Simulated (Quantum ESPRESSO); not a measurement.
**CoO: magnetocrystalline anisotropy**

Wanted: the anisotropy energy of CoO and its cost.

Main program and level: Quantum ESPRESSO 7.5; PBEsol; plane waves with PseudoDojo 0.4.1 SR PBEsol standard potentials, then spin–orbit coupling on the fully relativistic files of the same set.

### Step 1. Starting point

The structure is tetragonal, space group I4/mmm (No. 139). Conventional cell: a = 3.016 Å, b = 3.016 Å, c = 4.214 Å, α = 90.00°, β = 90.00°, γ = 90.00°. Nearest to Co lie 6 O at 2.11 to 2.13 Å. Nearest to O lie 6 Co at 2.11 to 2.13 Å. Farther neighbours and most contacts between anions are not listed.

The cell comes from the Crystallography Open Database.

### Step 2. Collinear run on scalar-relativistic files

pw.in

```
&CONTROL
  calculation = 'scf'
  prefix = 'pwscf'
  outdir = './tmp'
  pseudo_dir = './pseudo'
  disk_io = 'low'
/
&SYSTEM
  ibrav = 0
  celldm(1) = 8
  nat = 2
  ntyp = 2
  ecutwfc = 82
  nbnd = 20
  occupations = 'smearing'
  smearing = 'fd'
  degauss = 0.00367493
  nspin = 2
  starting_magnetization(1) = 0.1765
  starting_magnetization(2) = 0
/
&ELECTRONS
  conv_thr = 4d-11
  electron_maxstep = 150
  mixing_beta = 0.3
/
ATOMIC_SPECIES
Co     58.9332 Co.upf
O      15.9990 O.upf
CELL_PARAMETERS alat
  -0.3562133744920    0.3562133744920    0.4977650903806
   0.3562133744920   -0.3562133744920    0.4977650903806
   0.3562133744920    0.3562133744920   -0.4977650903806
ATOMIC_POSITIONS crystal
Co      0.0000000000    0.0000000000    0.0000000000
O       0.5000000000    0.5000000000    0.0000000000
K_POINTS automatic
10 10 10 0 0 0
```

Started as:

```
> OMP_NUM_THREADS=1 mpirun -n 2 pw.x -nk 2 -in pw.in > pw.out
```

The program printed:

```text
Program PWSCF v.7.5 starts

     Message from routine setup:
     using ibrav=0 with symmetry is DISCOURAGED, use correct ibrav instead

     K-points division:     npool     =       2
     Subspace diagonalization in iterative solution of the eigenvalue problem:

     G-vector sticks info
     --------------------
     sticks:   dense  smooth     PW     G-vecs:    dense   smooth      PW
     Sum         845     845    293                13051    13051    2733

     Using Slab Decomposition

     bravais-lattice index     =            0
     lattice parameter (alat)  =       8.0000  a.u.
     unit-cell volume          =     129.3525 (a.u.)^3
     number of atoms/cell      =            2
     number of atomic types    =            2
     number of electrons       =        23.00
     number of Kohn-Sham states=           20
     kinetic-energy cutoff     =      82.0000  Ry
     charge density cutoff     =     328.0000  Ry
     scf convergence threshold =      4.0E-11
     mixing beta               =       0.3000
     number of iterations used =            8  plain     mixing
     Exchange-correlation= PBESOL
                           (   1   4  10   8   0   0   0)

     celldm(1)=   8.000000  celldm(2)=   0.000000  celldm(3)=   0.000000
     celldm(4)=   0.000000  celldm(5)=   0.000000  celldm(6)=   0.000000

     crystal axes: (cart. coord. in units of alat)
               a(1) = (  -0.356213   0.356213   0.497765 )
               a(2) = (   0.356213  -0.356213   0.497765 )
               a(3) = (   0.356213   0.356213  -0.497765 )

     reciprocal axes: (cart. coord. in units 2 pi/alat)
               b(1) = ( -0.000000  1.403653  1.004490 )
               b(2) = (  1.403653 -0.000000  1.004490 )
               b(3) = (  1.403653  1.403653  0.000000 )

     PseudoPot. # 1 for Co read from file:
     Co.upf
     Pseudo is Norm-conserving + core correction, Zval = 17.0
     Generated using ONCVPSP code by D. R. Hamann
     Using radial grid of 1388 points,  6 beta functions with:
                l(1) =   0
                l(2) =   0
                l(3) =   1
                l(4) =   1
                l(5) =   2
                l(6) =   2

     PseudoPot. # 2 for O  read from file:
     O.upf
     Pseudo is Norm-conserving + core correction, Zval =  6.0
     Generated using ONCVPSP code by D. R. Hamann
     Using radial grid of  936 points,  5 beta functions with:
                l(1) =   0
                l(2) =   0
                l(3) =   1
                l(4) =   1
                l(5) =   2

     atomic species   valence    mass     pseudopotential
     Co               17.00    58.93320     Co( 1.00)
     O                 6.00    15.99900     O ( 1.00)

     Starting magnetic structure
     atomic species   magnetization
     Co              0.176
     O               0.000

     16 Sym. Ops., with inversion, found

   Cartesian axes

     site n.     atom                  positions (alat units)
         1        Co     tau(   1) = (   0.0000000   0.0000000   0.0000000  )
         2        O      tau(   2) = (   0.0000000   0.0000000   0.4977651  )

     number of k points=   102  Fermi-Dirac smearing, width (Ry)=  0.0037

     Number of k-points >= 100: set verbosity='high' to print them.

     Dense  grid:    13051 G-vectors     FFT dimensions: (  36,  36,  36)

     Generating pointlists ...
     new r_m :   0.2053 (alat units)  1.6426 (a.u.) for type    1
     new r_m :   0.2053 (alat units)  1.6426 (a.u.) for type    2

     Initial potential from superposition of free atoms

     starting charge      22.9997, renormalised to      23.0000
     Starting wfcs are   14 randomized atomic wfcs +    6 random wfcs

     Self-consistent Calculation

     iteration #  1     ecut=    82.00 Ry     beta= 0.30
     Davidson diagonalization with overlap
     ethr =  1.00E-02,  avg # of iterations =  5.0

     Threshold (ethr) on eigenvalues was too large:
     Diagonalizing with lowered threshold

     Davidson diagonalization with overlap
     ethr =  9.98E-04,  avg # of iterations =  1.0

     total energy              =    -338.49143124 Ry
     estimated scf accuracy    <       0.22961954 Ry

     total magnetization       =     3.00 Bohr mag/cell
     absolute magnetization    =     3.00 Bohr mag/cell

     iteration #  2     ecut=    82.00 Ry     beta= 0.30
     Davidson diagonalization with overlap
     ethr =  9.98E-04,  avg # of iterations =  1.4

     total energy              =    -338.52121555 Ry
     estimated scf accuracy    <       0.06825478 Ry

     total magnetization       =     2.62 Bohr mag/cell
     absolute magnetization    =     2.62 Bohr mag/cell

     iteration #  3     ecut=    82.00 Ry     beta= 0.30
     Davidson diagonalization with overlap
     ethr =  2.97E-04,  avg # of iterations =  1.2

     total energy              =    -338.53171097 Ry
     estimated scf accuracy    <       0.02235454 Ry

     total magnetization       =     2.92 Bohr mag/cell
     absolute magnetization    =     2.92 Bohr mag/cell

     [... further iterations left out ...]

     iteration # 12     ecut=    82.00 Ry     beta= 0.30
     Davidson diagonalization with overlap
     ethr =  1.33E-10,  avg # of iterations =  1.3

     total energy              =    -338.53667385 Ry
     estimated scf accuracy    <          3.2E-09 Ry

     total magnetization       =     2.97 Bohr mag/cell
     absolute magnetization    =     2.99 Bohr mag/cell

     iteration # 13     ecut=    82.00 Ry     beta= 0.30
     Davidson diagonalization with overlap
     ethr =  1.37E-11,  avg # of iterations =  1.5

     total energy              =    -338.53667385 Ry
     estimated scf accuracy    <          3.0E-10 Ry

     total magnetization       =     2.97 Bohr mag/cell
     absolute magnetization    =     2.99 Bohr mag/cell

     iteration # 14     ecut=    82.00 Ry     beta= 0.30
     Davidson diagonalization with overlap
     ethr =  1.30E-12,  avg # of iterations =  1.7

     total energy              =    -338.53667385 Ry
     estimated scf accuracy    <          8.3E-11 Ry

     total magnetization       =     2.97 Bohr mag/cell
     absolute magnetization    =     2.99 Bohr mag/cell

     iteration # 15     ecut=    82.00 Ry     beta= 0.30
     Davidson diagonalization with overlap
     ethr =  3.61E-13,  avg # of iterations =  2.0

     Magnetic moment per site  (integrated on atomic sphere of radius R)
     atom   1 (R=0.205)  charge= 14.5666  magn=  2.4989
     atom   2 (R=0.205)  charge=  5.6998  magn=  0.3518

     End of self-consistent calculation

     Number of k-points >= 100: set verbosity='high' to print the bands.

     the Fermi energy is    14.2264 ev

!    total energy              =    -338.53667385 Ry
     estimated scf accuracy    <          9.5E-12 Ry
     smearing contrib. (-TS)   =      -0.00227210 Ry
     internal energy E=F+TS    =    -338.53440175 Ry

     The total energy is F=E-TS. E is the sum of the following terms:
     one-electron contribution =    -151.99976115 Ry
     hartree contribution      =      90.63217576 Ry
     xc contribution           =     -63.87438042 Ry
     ewald contribution        =    -213.29243594 Ry

     total magnetization       =     2.97 Bohr mag/cell
     absolute magnetization    =     2.99 Bohr mag/cell

     convergence has been achieved in  15 iterations

=------------------------------------------------------------------------------=
   JOB DONE.
=------------------------------------------------------------------------------=
```

Run time: 49 s. Hardware: 2 MPI ranks of Intel Xeon 6975P-C (Granite Rapids), shared host; peak memory 0.23 GiB.

Spin moment in the atom's sphere by atom:

| atom | spin moment in the atom's sphere (μB) |
| --- | --- |
| Co1 | 2.50 |
| O2 | 0.35 |

Read from the output:

```yaml
smearing_term_ts: 0.03091 eV
magnetization: 2.968 μB
absolute_magnetization: 2.987 μB
final_state: ferromagnetic
```

### Step 3. One pass along [001] on 13×13×13

Each pass runs in a folder of its own that holds a copy of a collinear save from that input. The collinear spin density is turned to the axis, and its potential is diagonalised once with spin–orbit coupling on fully relativistic PseudoDojo files; the sums over occupied states, with the smearing term, are then compared.

pass.in

```
&CONTROL
  calculation = 'nscf'
  prefix = 'pwscf'
  outdir = './tmp'
  pseudo_dir = './pseudo_fr'
  disk_io = 'low'
/
&SYSTEM
  ibrav = 0
  celldm(1) = 8
  nat = 2
  ntyp = 2
  ecutwfc = 82
  nbnd = 36
  occupations = 'smearing'
  smearing = 'fd'
  degauss = 0.00367493
  noncolin = .true.
  lspinorb = .true.
  lforcet = .true.
  starting_magnetization(1) = 0.1765
  angle1(1) = 0
  angle2(1) = -0
  starting_magnetization(2) = 0
  angle1(2) = 0
  angle2(2) = -0
/
&ELECTRONS
  conv_thr = 4d-11
  electron_maxstep = 150
  mixing_beta = 0.3
  startingpot = 'file'
  startingwfc = 'random'
  diago_thr_init = 1d-09
  diago_full_acc = .true.
/
ATOMIC_SPECIES
Co     58.9332 Co.upf
O      15.9990 O.upf
CELL_PARAMETERS alat
  -0.3562133744920    0.3562133744920    0.4977650903806
   0.3562133744920   -0.3562133744920    0.4977650903806
   0.3562133744920    0.3562133744920   -0.4977650903806
ATOMIC_POSITIONS crystal
Co      0.0000000000    0.0000000000    0.0000000000
O       0.5000000000    0.5000000000    0.0000000000
K_POINTS automatic
13 13 13 0 0 0
```

Started as:

```
> OMP_NUM_THREADS=1 mpirun -n 2 pw.x -nk 2 -in pass.in > pass.out
```

The program printed:

```text
[banner, memory and clock lines left out]
Program PWSCF v.7.5 starts

     Fixed quantization axis for GGA:     0.000000   -0.000000    1.000000
     Message from routine setup:
     using ibrav=0 with symmetry is DISCOURAGED, use correct ibrav instead

     bravais-lattice index     =            0
     lattice parameter (alat)  =       8.0000  a.u.
     unit-cell volume          =     129.3525 (a.u.)^3
     number of atoms/cell      =            2
     number of atomic types    =            2
     number of electrons       =        23.00
     number of Kohn-Sham states=           36
     kinetic-energy cutoff     =      82.0000  Ry
     charge density cutoff     =     328.0000  Ry
     Exchange-correlation= PBESOL
                           (   1   4  10   8   0   0   0)
     Noncollinear calculation with spin-orbit

     [... lines left out ...]
     PseudoPot. # 1 for Co read from file:
     Co.upf
     Pseudo is Norm-conserving + core correction, Zval = 17.0

     PseudoPot. # 2 for O  read from file:
     O.upf
     Pseudo is Norm-conserving + core correction, Zval =  6.0

     atomic species   valence    mass     pseudopotential
     Co               17.00    58.93320     Co( 1.00)
     O                 6.00    15.99900     O ( 1.00)

     16 Sym. Ops., with inversion, found

   Cartesian axes

     site n.     atom                  positions (alat units)
         1        Co     tau(   1) = (   0.0000000   0.0000000   0.0000000  )
         2        O      tau(   2) = (   0.0000000   0.0000000   0.4977651  )

     number of k points=   196  Fermi-Dirac smearing, width (Ry)=  0.0037

     Number of k-points >= 100: set verbosity='high' to print them.

     Dense  grid:    13051 G-vectors     FFT dimensions: (  36,  36,  36)

     Generating pointlists ...
     new r_m :   0.2053 (alat units)  1.6426 (a.u.) for type    1
     new r_m :   0.2053 (alat units)  1.6426 (a.u.) for type    2
     Message from routine read_rhog:
     some spin components not found

 -----------
Spin angles Theta, Phi (degree) =   0.0000 -0.0000
 -----------

     The potential is recalculated from file :
     [... lines left out ...]
     Starting wfcs are random

     Band Structure Calculation
     Davidson diagonalization with overlap

     ethr =  1.00E-09,  avg # of iterations = 24.3

     End of band structure calculation

     Number of k-points >= 100: set verbosity='high' to print the bands.

     the Fermi energy is    14.2495 ev
     (compare with:    14.2264 eV, computed in scf)
```

Run time: 95 s. Hardware: 2 MPI ranks; peak memory 0.48 GiB.

### Step 4. One pass along [100] on 13×13×13

Edit pass.in of step 3 so:

```diff
@@ -21,7 +21,7 @@
   starting_magnetization(1) = 0.1765
-  angle1(1) = 0
-  angle2(1) = -0
+  angle1(1) = 90
+  angle2(1) = 0
   starting_magnetization(2) = 0
-  angle1(2) = 0
-  angle2(2) = -0
+  angle1(2) = 90
+  angle2(2) = 0
 /
```

The program printed:

```text
     [... lines left out ...]
Program PWSCF v.7.5 starts
     [... lines left out ...]
     number of atoms/cell      =            2
     [... lines left out ...]
     number of electrons       =        23.00
     number of Kohn-Sham states=           36
     kinetic-energy cutoff     =      82.0000  Ry
     charge density cutoff     =     328.0000  Ry
     [... lines left out ...]
     Noncollinear calculation with spin-orbit
     [... lines left out ...]
      8 Sym. Ops., with inversion, found
     [... lines left out ...]
     number of k points=   343  Fermi-Dirac smearing, width (Ry)=  0.0037
     [... lines left out ...]
Spin angles Theta, Phi (degree) =  90.0000  0.0000
     [... lines left out ...]
     the Fermi energy is    14.2496 ev
     (compare with:    14.2264 eV, computed in scf)
```

It took 2.9 min on 2 MPI ranks; peak memory 0.74 GiB.

### Step 5. The smearing term

The sum of energies times occupations is what pw.x prints as eband (for fewer than 100 k points). With Fermi–Dirac smearing the quantity to compare holds −TS as well, computed here from the energies and weights in the run's XML file (meV a cell, from the first axis, mesh 13×13×13):

| axis | plain sum | −TS | free energy |
| --- | --- | --- | --- |
| [001] | 0.0000 | 0.0000 | 0.0000 |
| [100] | 0.5038 | -0.0707 | 0.4330 |

### Step 6. Shares of the atoms

projwfc.x runs in the folder of each pass; ef_0 is the Fermi energy of the pass along the first axis on this mesh. The input for the second axis:

projwfc.in

```
&PROJWFC
  prefix = 'pwscf'
  outdir = './tmp'
  lsym = .false.
  filproj = 'proj'
  lforcet = .true.
  ef_0 = 14.24945469
  ngauss = -99
  degauss = 0.00367493
  DeltaE = 0.05
/
```

Started as:

```
> OMP_NUM_THREADS=1 mpirun -n 2 projwfc.x -nk 2 -in projwfc.in > projwfc.out
```

Elapsed: 3.6 s, on 2 MPI ranks; peak memory 0.12 GiB.

The plain sum projected on atomic orbitals, with energies counted from the first axis' chemical potential (meV, from the first axis):

| atom | [100] |
| --- | --- |
| Co1 | 0.429 |
| O2 | 0.073 |

### Step 7. The axes together

A pass yields neither state nor moment: for the force theorem these columns are the collinear run's. Anisotropy, by row:

| way | mesh | axis | state | energy less the first axis' (meV a primitive cell) | largest spin moment (μB) | CPU time (s) |
| --- | --- | --- | --- | --- | --- | --- |
| force theorem | 13x13x13 | [001] | ferromagnetic | 0 | 2.499 | 189.7 |
| force theorem | 13x13x13 | [100] | ferromagnetic | 0.433 | 2.499 | 351.2 |

### Step 8. Summary of results

```json
{"state": "ferromagnetic", "largest spin moment": "2.50 μB", "easy axis of those tried, on this mesh": "[001]", "energy along [100] less [001] (force theorem)": "0.433 meV a primitive cell, 3.6 MJ/m³"}
```

In words: On 13×13×13, leaving out the smearing term would shift a difference by 0.071 meV, against 0.43 meV for the largest. On 13×13×13, in the projected sum for [100] the largest share falls on Co1; the shares lack the smearing term and what the atomic orbitals miss, so they do not add up to the whole. On this mesh the moments prefer [001] among the axes tried. One mesh cannot show that the size is converged, and with itinerant moments even the sign can change with the mesh. Shape anisotropy is not included. The moments were started parallel in the primitive cell; if the crystal orders otherwise, its anisotropy is another. No Hubbard term acts here. In such compounds local and semilocal functionals without one often delocalise the d electrons, and can shrink or lose moments and miss the size, sign and order of the couplings. The cutoff lies under the 96 Ry that these files are usually run at. The smearing term is large for its width, so states at the Fermi level are partly filled: at this level the cell is a metal or has a gap of a few widths at most.

[Logs and program files are shortened in this print: banners, set-up blocks, solver, clock and traceback lines can be left out without a mark of their own.]

[Logs are printed without paths, hosts, clocks, repeated set-up lines and the standing remarks that a program may print on its own settings, such as how far it seeks lower states.]

[Hosts, paths, dates, database ids (printed as entryN), source tags and the programs' standing remarks are cut or masked in the printed files.]

[Where a cell is said to come from a database of computed structures, the database is the Materials Project.]
